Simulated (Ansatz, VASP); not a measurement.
H6Rh in VASP and in Ansatz

Contents of INCAR:

```
SYSTEM = H6Rh
  PREC = Accurate
  ENCUT = 520
  EDIFF = 1E-6
  ISMEAR = 0
  SIGMA = 0.1
  LREAL = .FALSE.
  LASPH = .TRUE.
  NELM = 100
  ALGO = Normal
  ISIF = 2
  LWAVE = .FALSE.
  LCHARG = .FALSE.
  GGA = PE
  NBANDS = 20
```

File KPOINTS:

```
Automatic mesh
0
G
  12 12 12
  0 0 0
```

POSCAR

```
H6Rh
1.0
    0.0000000000      2.8770612605      2.8770612605
    2.8770612605      0.0000000000      2.8770612605
    2.8770612605      2.8770612605      0.0000000000
H Rh
6 1
Direct
    0.8444421813      0.4666734560      0.8444421813
    0.8444421813      0.8444421813      0.8444421813
    0.4666734560      0.8444421813      0.8444421813
    0.8444421813      0.8444421813      0.4666734560
    0.2500000000      0.2500000000      0.2500000000
    0.5000000000      0.5000000000      0.5000000000
    0.0000000000      0.0000000000      0.0000000000
```

Input for Ansatz:

```yaml
crystal:
  lattice:
    - [0.0, 2.8770612605, 2.8770612605]
    - [2.8770612605, 0.0, 2.8770612605]
    - [2.8770612605, 2.8770612605, 0.0]
  atoms:
    - { symbol: H, position: [0.8444421813, 0.466673456, 0.8444421813] }
    - { symbol: H, position: [0.8444421813, 0.8444421813, 0.8444421813] }
    - { symbol: H, position: [0.466673456, 0.8444421813, 0.8444421813] }
    - { symbol: H, position: [0.8444421813, 0.8444421813, 0.466673456] }
    - { symbol: H, position: [0.25, 0.25, 0.25] }
    - { symbol: H, position: [0.5, 0.5, 0.5] }
    - { symbol: Rh, position: [0.0, 0.0, 0.0] }
basis:
  ecutwfc: 420
kpoints:
  mp_grid: { grid: [12, 12, 12] }
  band_path:
    path:
      - [[0.0, 0.0, 0.0], [-0.5, -0.5, 0.0], [-0.375, -0.375, 0.25]]
      - [[-0.375, 0.0, 0.375], [0.0, 0.0, 0.0], [0.0, 0.0, 0.5], [-0.5, -0.25, 0.25], [-0.5, -0.5, 0.0]]
    npoints: 14
hamiltonian:
  xc: pbe
scf:
  occupations: { method: gaussian, width: 0.1 }
  n_extra_bands: 17
output:
  forces: true
  stress: true
  eigenvalues: true
  populations: true
  dos: { projected: true, de: 0.02, nscf_kmesh: { grid: [15, 15, 15] } }
  bader: true
  write_density: true
  write_potential: true
  elf: true
  volumetric_format: npy
```

The cell was built by a generator and needn't be a form met in nature.

Alike in both runs: task single point; functional PBE; k mesh 12 × 12 × 12; occupations gaussian, width 0.1 eV; no spin polarisation.

|  | VASP | Ansatz |
| --- | --- | --- |
| version | VASP 6.6.1 | Ansatz 0.2.0 |
| potentials or method | VASP PAW PBE potentials, release 64 (H, Rh_pv) | scalar-relativistic, plane waves, PAW |
| plane-wave cutoff (eV) | 520 | 420 |
| valence electrons in the cell | 21 | 23 |

Ansatz gave:

```
gap on the k mesh at the Fermi level (eV) : none
pressure (GPa)                            : 0.0
rms of the force components (eV/Å)        : 0.002
```

Q: Estimate VASP's values.

A: gap on the k mesh at the Fermi level (eV): none; pressure (GPa): -0.2; rms of the force components (eV/Å): 0.011.

Atom by atom the forces differ by 0.009 eV/Å (rms over components). A gap of «none» marks a metal or a gap that the smearing closes. With one functional, cell and mesh, what is left measures potentials, basis and numerics. The two sets of potentials don't hold the same shells in valence.
